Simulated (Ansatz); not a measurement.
Runs of Ansatz 0.2.0 on Ge. Symmetry: P6_3/mmc, No. 194, hexagonal system. Conventional cell: a = 3.998 Å, b = 3.998 Å, c = 6.599 Å, α = 90.00°, β = 90.00°, γ = 120.00°. Around Ge (site symmetry 3m) lie 4 Ge at 2.45 to 2.47 Å. This isn't the form of Ge at room conditions, which is diamond.

```tsv
task	level	cell	k mesh	points for each segment of the path	gap on the mesh (eV)	pressure (GPa)	relaxed volume (Å³/atom)	largest force (eV/Å)
relaxation of cell and atoms	RPBE	relaxed	6 × 6 × 3	-	(a)	0.0	24.63	-
relaxation of cell and atoms	BLYP	relaxed	6 × 6 × 3	-	none	0.0	(c)	0.01
relaxation of cell and atoms	LDA	relaxed	6 × 6 × 3	-	none	0.0	22.20	-
band structure	BLYP	as given	8 × 8 × 4	14	-	(b)	-	0.03
relaxation of cell and atoms	revPBE	relaxed	8 × 8 × 4	-	0.09	0.0	(d)	0.01
relaxation of cell and atoms	revPBE	relaxed	6 × 6 × 3	-	0.22	0.0	24.44	-
band structure	revPBE	as given	8 × 8 × 4	14	none	4.2	-	0.02
relaxation of cell and atoms	PBEsol	relaxed	6 × 6 × 3	-	0.17	0.0	22.87	-
```

Alike in all rows: potentials or basis Ansatz PAW; no spin polarisation; cutoff (eV) 420; smearing fermi-dirac 0.05 eV.

Q: Fill in the values left out.

A: (a) 0.21; (b) 6.6; (c) 25.47; (d) 24.38.

Caveats: the PAW data sets come from PBE, with cores solved anew for the run's functional, which leaves a small shift of forces and pressure; the plane-wave basis is chosen anew once the cell has moved, so the energies of steps on either side of that aren't comparable (some runs); odd divisions of the mesh miss points on the zone boundary, where band edges often lie, so the gap on the mesh can be too wide (some runs).

A k mesh can miss the band edges, and the runs leave out spin-orbit coupling on Ge.

A gap of «none» marks a metal or a gap under the smearing width.

Runs at the PBE level aren't shown here.
